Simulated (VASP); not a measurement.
Write the native input for VASP 6.6.1 that does the following.

```yaml
Task: band structure
Functional: PBE
Potentials_or_basis: VASP PAW PBE potentials, release 64 (Ni)
Cutoff: 520 eV
k_mesh: 20 × 20 × 20
Occupations: gaussian, width 0.1 eV
Spin: non-collinear spin, ferromagnetic start, spin-orbit coupling
Starting_moments: "[[0.0, 0.0, 0.8]] μB"
Further_INCAR_settings: ALGO = Fast; EDIFF = 1e-07
```

Crystal: Ni.

```
Ni
1.0
     0.00000    1.75907    1.75907
     1.75907    0.00000    1.75907
     1.75907    1.75907    0.00000
Ni
1
Cartesian
  0.0000 0.0000 0.0000
```

The input as run:

POSCAR

```
Ni                                      
1.0
    0.0000000000      1.7590678232      1.7590678232
    1.7590678232      0.0000000000      1.7590678232
    1.7590678232      1.7590678232      0.0000000000
  Ni            
     1
Direct
     0.0000000000000000    0.0000000000000000    0.0000000000000000
```

INCAR.step1

```
PREC = Accurate ; ENCUT = 520
EDIFF = 1E-7 ; ISMEAR = 0
SIGMA = 0.1 ; LREAL = F
LASPH = T ; NELM = 120
ALGO = Fast ; ISIF = 2
LWAVE = F ; LCHARG = T
MAGMOM = 0 0 0.8 ; LORBIT = 11
LSORBIT = T ; GGA_COMPAT = F
LORBMOM = T ; LMAXMIX = 4
GGA = PE ; KPAR = 4
```

KPOINTS.step1

```
regular mesh
0
Gamma
  20 20 20
```

INCAR.step2

```
PREC = Accurate ; ENCUT = 520
EDIFF = 1E-7 ; ISMEAR = 0
SIGMA = 0.05 ; LREAL = F
LASPH = T ; NELM = 120
ALGO = Fast ; ISIF = 2
LWAVE = F ; LCHARG = F
MAGMOM = 0 0 0.8 ; LORBIT = 11
LSORBIT = T ; GGA_COMPAT = F
LORBMOM = T ; LMAXMIX = 4
GGA = PE ; KPAR = 4
ICHARG = 11
```

KPOINTS.step2

```
path GXWKGLUWLK,UX
10
line-mode
reciprocal
 0.0000000000  0.0000000000  0.0000000000  G
 0.5000000000  0.0000000000  0.5000000000  X

 0.5000000000  0.0000000000  0.5000000000  X
 0.5000000000  0.2500000000  0.7500000000  W

 0.5000000000  0.2500000000  0.7500000000  W
 0.3750000000  0.3750000000  0.7500000000  K

 0.3750000000  0.3750000000  0.7500000000  K
 0.0000000000  0.0000000000  0.0000000000  G

 0.0000000000  0.0000000000  0.0000000000  G
 0.5000000000  0.5000000000  0.5000000000  L

 0.5000000000  0.5000000000  0.5000000000  L
 0.6250000000  0.2500000000  0.6250000000  U

 0.6250000000  0.2500000000  0.6250000000  U
 0.5000000000  0.2500000000  0.7500000000  W

 0.5000000000  0.2500000000  0.7500000000  W
 0.5000000000  0.5000000000  0.5000000000  L

 0.5000000000  0.5000000000  0.5000000000  L
 0.3750000000  0.3750000000  0.7500000000  K

 0.6250000000  0.2500000000  0.6250000000  U
 0.5000000000  0.0000000000  0.5000000000  X
```

Potentials or basis: VASP PAW PBE potentials, release 64 (Ni).

Run with:

```bash
$ cat potpaw_PBE.64/Ni/POTCAR > POTCAR
$ cp INCAR.step1 INCAR
$ cp KPOINTS.step1 KPOINTS
$ mpirun -np 4 vasp_ncl > vasp.out
$ cp INCAR.step2 INCAR
$ cp KPOINTS.step2 KPOINTS
$ mpirun -np 4 vasp_ncl > vasp.out
```

It gave:

* Net moment: 0.63 μB per cell

Caveat: the log is that of the step along the path at fixed density, whose energy, stress, charges and moments have no meaning.

Wall time 24 min on 4 MPI ranks on AMD EPYC 7R43 64-Core Processor (Zen 3) (shared host), peak memory 0.37 GiB a rank.
